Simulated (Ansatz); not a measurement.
Energy ranking of Mo3H structures

All numbers below come from DFT PBE, scalar-relativistic, plane waves, PAW (Ansatz). All cells share a 420 eV cutoff and Γ-centred k meshes spaced at most about 0.3 Å⁻¹ (about 0.25 or finer for metals, 2π included). No spin polarisation.

Energies over the elements count from the elements' standard structures at the same level (H₂ as a molecule), with no fitted energy shifts.

These are static total energies at zero pressure. Only the structures computed here compete, so a lower one can exist. For metals, differences of a few meV/atom aren't resolved. With hydrogen, zero-point motion can shift formation energies by some tens of meV/atom.

Invented guesses were relaxed alike, and ends that match in structure were merged. ΔE counts from the first row. Coordination counts Mo atoms around H (those within 1.25 times the shortest such distance or 1.15 times the sum of covalent radii, 1.27 where that leaves under three; a plus sign parts nearer from farther groups; the shortest distance is added where it exceeds 1.18 times the sum of covalent radii). The ends were matched against large subsets of the Crystallography Open Database and the Materials Project, so a missing match doesn't prove that a structure is unreported.

| # | reached from | type and space group | atoms | Å³/atom | coordination | ΔE (meV/atom) | gap on mesh (eV) | in databases |
| --- | --- | --- | --- | --- | --- | --- | --- | --- |
| 1 | a relaxed cell, shaken at random and relaxed again | C2/m (No. 12) | 4 | 12.4 | H 6 | 0 | 0.00 | no match |
| 2 | a cell proposed by chemical analogy | I-4m2 (No. 119) | 4 | 12.6 | H 4 | 53 | 0.00 | no match |
| 3 | a cell proposed by chemical analogy | I4/mmm (No. 139) | 4 | 12.5 | H 2+4 | 67 | 0.00 | no match |
| 4 | a cell proposed by chemical analogy | P-3m1 (No. 164) | 4 | 12.5 | H 6 | 143 | 0.00 | no match |
| 5 | a cell proposed by chemical analogy | P6_322 (No. 182) | 8 | 12.6 | H 6 | 153 | 0.00 | no match |
| 6 | a relaxed cell, shaken at random and relaxed again | P4/mmm (No. 123) | 4 | 14.0 | H 4 | 489 | 0.00 | no match |
| 7 | Cu3Au (L1_2) type (Pm-3m) | Cu3Au (L1_2), Pm-3m (No. 221) | 4 | 13.7 | H 12 from 2.7 Å | 824 | 0.00 | no match |

The lowest: Space group C2/m (No. 12), monoclinic, a = 4.576 Å, b = 3.135 Å, c = 7.104 Å, β = 102.5°. H is surrounded by 2 Mo at 2.01 Å, 4 Mo at 2.15 Å, 4 H at 2.77 Å, 2 H at 3.13 Å, 2 Mo at 3.28 Å, 2 Mo at 3.55 Å and 4 Mo at 3.72 Å; Mo on a site of symmetry m is surrounded by 1 H at 2.01 Å, 2 H at 2.15 Å and 13 Mo at 2.70–3.20 Å; Mo on a site of symmetry 2/m is surrounded by 8 Mo at 2.70–2.77 Å, 6 Mo at 3.13–3.20 Å and 2 H at 3.55 Å. Its energy over the elements is +0.10 eV/atom. A positive value: parting into the elements would lower its energy. An observed structure of this formula, if there is one, may be missing.

```xyz
4
Lattice="2.2879 -1.5674 0.0000 2.2879 1.5674 0.0000 -1.5332 0.0000 6.9362" Properties=species:S:1:pos:R:3 pbc="T T T"
H    -0.7666    0.0000    3.4681
Mo    0.7863    0.0000    4.7375
Mo    2.2564    0.0000    2.1988
Mo    0.0000    0.0000    0.0000
```

The second: Space group I-4m2 (No. 119), tetragonal, a = 3.228 Å, c = 9.684 Å. H has 4 Mo at 1.85 Å and 4 Mo at 2.91 Å; Mo on a site of symmetry 2mm is surrounded by 2 H at 1.85 Å, 9 Mo at 2.75–3.05 Å and 5 Mo at 3.23–3.32 Å; Mo on a site of symmetry -4m2 has 8 Mo at 2.75 Å, 4 H at 2.91 Å and 6 Mo at 3.23–3.32 Å. Counting Mo atoms around H, the first has H 6 and the second has H 4. Cells relaxed within their symmetry can be saddle points. Some structure types and database cells were kept out of the candidates from the start, so a known form may be missing.
